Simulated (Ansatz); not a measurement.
# Converging the field response of a CaO (001) film, part 3 of 3

Aim: a convergence study of the equivalent conductor thickness of a CaO (001) film, with the cost of each setting.

Ansatz 0.2.0; plane-wave DFT, PBE, Ansatz PAW (the session's first sound run).

So far, equivalent conductor thickness p/(ε₀AE) (Å): step 2 (single point, setting first choice, PBE) 9.84; step 16 (run, box 27.6 Å (run 8), PBE) 9.83; step 17 (run, box 27.6 Å (run 9), PBE) 9.84; step 18 (run, box 27.6 Å (run 10), PBE) 9.84; step 19 (LDA) 9.83.

### 20. Single point, box 27.6 Å (run 4)

This step: plane-wave DFT, r2SCAN, Ansatz PAW (Ansatz 0.2.0).

File input.yaml:

```yaml
crystal:
  lattice:
    - [3.40118362, 0.0, 0.0]
    - [0.0, 3.40118362, 0.0]
    - [0.0, 0.0, 27.62]
  atoms:
    - { symbol: Ca, position: [0.5, 0.5, 0.3258508327] }
    - { symbol: O, position: [0.0, 0.0, 0.3258508327] }
    - { symbol: Ca, position: [0.0, 0.0, 0.4129254164] }
    - { symbol: O, position: [0.5, 0.5, 0.4129254164] }
    - { symbol: Ca, position: [0.5, 0.5, 0.5] }
    - { symbol: O, position: [0.0, 0.0, 0.5] }
    - { symbol: Ca, position: [0.0, 0.0, 0.5870745836] }
    - { symbol: O, position: [0.5, 0.5, 0.5870745836] }
    - { symbol: Ca, position: [0.5, 0.5, 0.6741491673] }
    - { symbol: O, position: [0.0, 0.0, 0.6741491673] }
kpoints:
  mp_grid: { grid: [8, 8, 1] }
hamiltonian:
  xc: r2scan
scf:
  occupations: { method: fixed }
  convergence: { dr2_threshold: 1.0e-10 }
efield:
  axis: 3
  dipole_correction: true
  ramp_position: 0.97
  ramp_width: 0.06
  amplitude: 0.1
output:
  write_potential: true
  write_density: true
  volumetric_format: npy
```

Launch:

```
> ansatz run input.yaml --threads 2 --pin off --max-ram 3072MiB --backend cpu --events-out ev --progress --plain --runs-dir out
```

Numbers of over 12 decimals in the logs are rounded to 6 here.

Output:

```text
[...]
Crystal: 10 atoms, lattice volume = 319.510 Å³
Basis set: ecut = 500 eV, 8077 PW (Γ), exchange–correlation on 100×100×864 points (64 copies of the dense FFT grid, shifted against one another)
Bands: 50, of which v1, the nominal top of the filled ones, is band 40 counted from 1 (39 counted from 0)
Symmetry: 8 space group operations
k-points: 15 of 64
[...]
k-point 0: bands = [... 36 lower, 0.6902, 0.6902, 0.9377, 0.9377, 4.0690, 4.6536, 4.9776, 5.1227, ... 6 higher]
  k-point 1: bands = [... 36 lower, 0.4222, 0.5289, 0.6234, 0.7789, 4.2698, 4.8585, 5.3310, 5.4023, ... 6 higher]
  k-point 2: bands = [... 36 lower, 0.0794, 0.1730, 0.3493, 0.4279, 4.8338, 5.4179, 5.9323, 6.4521, ... 6 higher]
  k-point 14: bands = [... 36 lower, 0.3460, 0.3460, 0.3494, 0.6330, 5.1614, 5.1614, 6.0036, 6.0036, ... 6 higher]
[key lines of the parts left out:]
SCF converged after 12 iterations
Free energy (F): -11969.296151 eV
Fermi energy:    0.937712 eV
Dipole field:    D = 0.034588 V/Å  (p = 0.061073 e·Å, saw-weighted, corrected)
```

Elapsed: 35 s, on 2 threads of Arm Neoverse V2, shared host; peak memory 1.1 GiB.

The dipole corresponds to a conductor 9.553 Å thick, -2.88 % from the first choice, at 2.3 times its CPU time.

### 21. Run, box 27.6 Å (run 12)

This step: plane-wave DFT, PBE, norm-conserving (Ansatz 0.2.0).

Changes to input.yaml since step 20:

```diff
@@ -19,3 +19,4 @@
 hamiltonian:
-  xc: r2scan
+  xc: pbe
+  pseudopotentials: { kind: nc }
 scf:
```

Output:

```text
[...]
Crystal: 10 atoms, lattice volume = 319.510 Å³
Basis set: ecut = 1240 eV, 31643 PW (Γ)
Bands: 50, of which v1, the nominal top of the filled ones, is band 40 counted from 1 (39 counted from 0)
Symmetry: 8 space group operations
k-points: 15 of 64
[...]
k-point 0: bands = [... 36 lower, 0.9992, 0.9992, 1.2270, 1.2270, 3.8843, 4.4060, 4.7283, 5.0992, ... 6 higher]
  k-point 1: bands = [... 36 lower, 0.7141, 0.8354, 0.9059, 1.0656, 4.0846, 4.6106, 5.1493, 5.3112, ... 6 higher]
  k-point 2: bands = [... 36 lower, 0.3775, 0.4767, 0.6397, 0.7113, 4.6365, 5.1581, 5.9127, 6.1762, ... 6 higher]
  k-point 14: bands = [... 36 lower, 0.6396, 0.6396, 0.6595, 0.9296, 4.9104, 4.9104, 5.7303, 5.7303, ... 6 higher]
[key lines of the parts left out:]
SCF converged after 15 iterations
Free energy (F): -7604.520114 eV
Fermi energy:    1.227047 eV
Dipole field:    D = 0.035583 V/Å  (p = 0.062829 e·Å, saw-weighted, corrected)
```

The job ended after 88 s (2 threads; peak memory 1.8 GiB).

The dipole corresponds to a conductor 9.828 Å thick, -0.09 % from the first choice, at 5.9 times its CPU time.

### 22. Single point, box 27.6 Å (run 5)

This step: plane-wave DFT, PBE, JTH PAW (Ansatz 0.2.0).

Changes to input.yaml since step 21:

```diff
@@ -20,3 +20,3 @@
   xc: pbe
-  pseudopotentials: { kind: nc }
+  pseudopotentials: { kind: paw, source: jth }
 scf:
```

Output:

```text
[...]
k-point 0: bands = [... 36 lower, 0.9712, 0.9712, 1.1990, 1.1990, 3.8544, 4.3755, 4.7008, 5.0700, ... 6 higher]
  k-point 1: bands = [... 36 lower, 0.6861, 0.8075, 0.8779, 1.0375, 4.0549, 4.5804, 5.1224, 5.2822, ... 6 higher]
  k-point 2: bands = [... 36 lower, 0.3501, 0.4489, 0.6122, 0.6834, 4.6069, 5.1281, 5.8839, 6.1510, ... 6 higher]
  k-point 14: bands = [... 36 lower, 0.6121, 0.6121, 0.6322, 0.9022, 4.8833, 4.8833, 5.7047, 5.7047, ... 6 higher]
[key lines of the parts left out:]
SCF converged after 14 iterations
Free energy (F): -11936.532658 eV
Fermi energy:    1.198980 eV
Dipole field:    D = 0.035602 V/Å  (p = 0.062863 e·Å, saw-weighted, corrected)
```

It took 1.7 min on 2 threads; peak memory 2.3 GiB.

The dipole corresponds to a conductor 9.833 Å thick, -0.04 % from the first choice, at 6.8 times its CPU time.

### 23. The series together

Times are for 2 threads of Arm Neoverse V2, shared host. The runs compared:

```csv
no.,setting,equivalent conductor thickness p/(ε₀AE) (Å),time,memory (GiB)
1,first choice,9.837,15 s,0.57
2,cutoff 250 eV,9.867,8.2 s,0.38
3,cutoff 330 eV,9.839,11 s,0.47
4,cutoff 600 eV,9.837,28 s,0.84
5,mesh 1x1,12.06,1.1 s,0.33
6,mesh 2x2,10.12,2 s,0.47
7,mesh 4x4,9.839,5.3 s,0.47
8,mesh 16x16,9.837,46 s,0.94
9,vacuum 10 Å,9.807,10 s,0.47
10,vacuum 14 Å,9.836,13 s,0.52
11,vacuum 26 Å,9.837,20 s,0.68
12,field 0.005 V/Å,9.836,15 s,0.57
13,field 0.03 V/Å,9.835,15 s,0.57
14,field 0.3 V/Å,9.852,15 s,0.57
15,SCF threshold 1e-04 eV,9.827,13 s,0.57
16,SCF threshold 1e-06 eV,9.835,13 s,0.57
17,SCF threshold 1e-08 eV,9.837,14 s,0.57
18,"LDA, Ansatz PAW (420 eV)",9.826,15 s,0.56
19,"r2SCAN, Ansatz PAW (500 eV)",9.553,35 s,1.1
20,"PBE, norm-conserving (1240 eV)",9.828,88 s,1.8
21,"PBE, JTH PAW (1380 eV)",9.833,1.7 min,2.3
```

### 24. What came out

| Item | Value |
| --- | --- |
| equivalent conductor thickness, first choice | 9.837 Å |
| equivalent conductor thickness, cutoff 600 eV | 9.837 Å |
| equivalent conductor thickness, mesh 1x1 | 12.06 Å |
| equivalent conductor thickness, mesh 2x2 | 10.12 Å |
| equivalent conductor thickness, vacuum 26 Å | 9.837 Å |
| equivalent conductor thickness, LDA, Ansatz PAW (420 eV) | 9.826 Å |
| equivalent conductor thickness, r2SCAN, Ansatz PAW (500 eV) | 9.553 Å |

**Reading.** The first choice gives 9.84 Å. Numerical settings off by more than 1 % against it: mesh 1x1 (+22.6 %) and mesh 2x2 (+2.9 %). The cheapest single change that stays within 0.5 % is mesh 4x4, at 34 % of the CPU time. Functionals and files move it by -0.1 % (LDA, Ansatz PAW (420 eV)), -2.9 % (r2SCAN, Ansatz PAW (500 eV)), -0.1 % (PBE, norm-conserving (1240 eV)) and under 0.1 % (PBE, JTH PAW (1380 eV)). The film is symmetric and its atoms are held, so the dipole is the electronic response to the field alone. Times of a few seconds on a shared host rank the settings only roughly. In 1 run of the series (vacuum 10 Å) the program warns that electrons reach the sawtooth's ramp, which makes dipole and work function less sure.

[Logs are printed without paths, hosts, clocks, repeated set-up lines and the standing remarks that a program may print on its own settings, such as how far it seeks lower states.]

[Hosts, paths, dates, database ids (printed as entryN), source tags and the programs' standing remarks are cut or masked in the printed files.]

[Maps of the electrostatic potential energy from Ansatz leave out the sawtooth potential of an applied field or a dipole correction, so their vacuum need not be flat; planar profiles and work functions include it.]
